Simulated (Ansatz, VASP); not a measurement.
One calculation of Sr, two programs

File INCAR:

```
PREC = Accurate
ENCUT = 520
EDIFF = 1E-7
ISMEAR = 0
SIGMA = 0.15
LREAL = False
LASPH = True
NELM = 100
ALGO = Normal
ISIF = 2
LWAVE = False
LCHARG = False
GGA = PE
NBANDS = 11
```

Contents of KPOINTS:

```
Automatic mesh
0
Gamma
  14 14 14
```

The input POSCAR:

```
Sr
1.0
   -2.3280000000      2.3280000000      2.6190000000
    2.3280000000     -2.3280000000      2.6190000000
    2.3280000000      2.3280000000     -2.6190000000
Sr
1
Direct
    0.0000000000      0.0000000000      0.0000000000
```

Input for Ansatz:

```yaml
crystal:
  lattice:
    - [-2.328, 2.328, 2.619]
    - [2.328, -2.328, 2.619]
    - [2.328, 2.328, -2.619]
  atoms:
    - { symbol: Sr, position: [0.0, 0.0, 0.0] }
basis:
  ecutwfc: 420
kpoints:
  mp_grid: { grid: [14, 14, 14] }
hamiltonian:
  xc: pbe
scf:
  occupations: { method: gaussian, width: 0.15 }
output:
  forces: true
  stress: true
  eigenvalues: true
```

Change from the starting cell: strain -0.040 along x and y, +0.080 along z, atoms carried along.

Alike in both runs: task single point; functional PBE; k mesh 14 × 14 × 14; occupations gaussian, width 0.15 eV; no spin polarisation.

```csv
,VASP,Ansatz
version,VASP 6.6.1,Ansatz 0.2.0
potentials or method,"VASP PAW PBE potentials, release 64 (Sr_sv)","scalar-relativistic, plane waves, PAW"
plane-wave cutoff (eV),520,420
valence electrons in the cell,10,10
```

|  | VASP | Ansatz | Ansatz less VASP |
| --- | --- | --- | --- |
| gap on the k mesh at the Fermi level (eV) | none | none | - |
| pressure (GPa) | -0.5 | -0.5 | 0.00 |
| largest component of the traceless stress (GPa) | 0.05 | 0.06 | +0.003 |

A gap of «none» marks a metal or a gap that the smearing closes. The functional is the same, so the differences come from potentials, cutoffs and numerics.
